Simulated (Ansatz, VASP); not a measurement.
## MgO in VASP and in Ansatz

The input POSCAR:

```
MgO
1.0
    0.0000000000      2.2468001554      2.2468001554
    2.2468001554      0.0000000000      2.2468001554
    2.2468001554      2.2468001554      0.0000000000
Mg O
1 1
Direct
    0.0000000000      0.0000000000      0.0000000000
    0.2500000000      0.2500000000      0.2500000000
```

INCAR.step1

```
PREC     = Accurate       # precision mode
ENCUT    = 600            # plane-wave cutoff, eV
ISMEAR   = -1             # smearing method
SIGMA    = 0.1            # smearing width, eV
LREAL    = F              # projectors in reciprocal space
LASPH    = T              # aspherical terms in the spheres
NELM     = 60             # most SCF steps
GGA      = PE             # functional
ALGO     = Normal         # electronic algorithm
EDIFF    = 1E-4           # SCF threshold, eV
LWAVE    = T              # write WAVECAR
LCHARG   = F              # write CHGCAR
```

INCAR.step2

```
PREC     = Accurate       # precision mode
ENCUT    = 600            # plane-wave cutoff, eV
EDIFF    = 1E-6           # SCF threshold, eV
ISMEAR   = -1             # smearing method
SIGMA    = 0.1            # smearing width, eV
LREAL    = F              # projectors in reciprocal space
LASPH    = T              # aspherical terms in the spheres
NELM     = 60             # most SCF steps
ALGO     = Normal         # electronic algorithm
ISIF     = 3              # what is computed and relaxed
LWAVE    = F              # write WAVECAR
LCHARG   = F              # write CHGCAR
METAGGA  = R2SCAN         # meta-GGA
LMIXTAU  = T            
IBRION   = 2              # ionic algorithm
NSW      = 60             # ionic steps
EDIFFG   = -0.005         # ionic threshold
ISTART   = 1
```

The input KPOINTS:

```
Automatic mesh
0
Gamma
  16 16 16
```

Input for Ansatz:

```yaml
crystal:
  lattice:
    - [0.0, 2.2468001554, 2.2468001554]
    - [2.2468001554, 0.0, 2.2468001554]
    - [2.2468001554, 2.2468001554, 0.0]
  atoms:
    - { symbol: Mg, position: [0.0, 0.0, 0.0] }
    - { symbol: O, position: [0.25, 0.25, 0.25] }
kpoints:
  mp_grid: { grid: [16, 16, 16] }
scf:
  occupations: { method: fermi_dirac, width: 0.1 }
hamiltonian:
  xc: r2scan
  pseudopotentials: { kind: paw }
output:
  forces: true
  stress: true
relax:
  f_tol: 0.005
  max_steps: 40
  cell: {}
```

Alike in both runs: task relaxation of cell and atoms; functional r2SCAN; k mesh 16 × 16 × 16; occupations fermi-dirac, width 0.1 eV; no spin polarisation.

```csv
,VASP,Ansatz
version,VASP 6.6.1,Ansatz 0.2.0
potentials or method,"VASP PAW PBE potentials, release 64 (Mg, O)","PAW with Ansatz's default frozen-core files, scalar-relativistic"
plane-wave cutoff (eV),600,500
valence electrons in the cell,8,16
```

```csv
,VASP,Ansatz,Ansatz less VASP
relaxed volume (Å³/atom),11.82,11.89,+0.068
relaxed cell length with the largest relative difference (Å),3.221,3.228,+0.0061
energy change over the relaxation (meV/atom),-8,-11,-2.2
```

The two sets of potentials don't hold the same shells in valence.

Caveats: the PAW data sets were made with another functional, which shifts forces and pressure a little (VASP). A k mesh can miss the band edges.
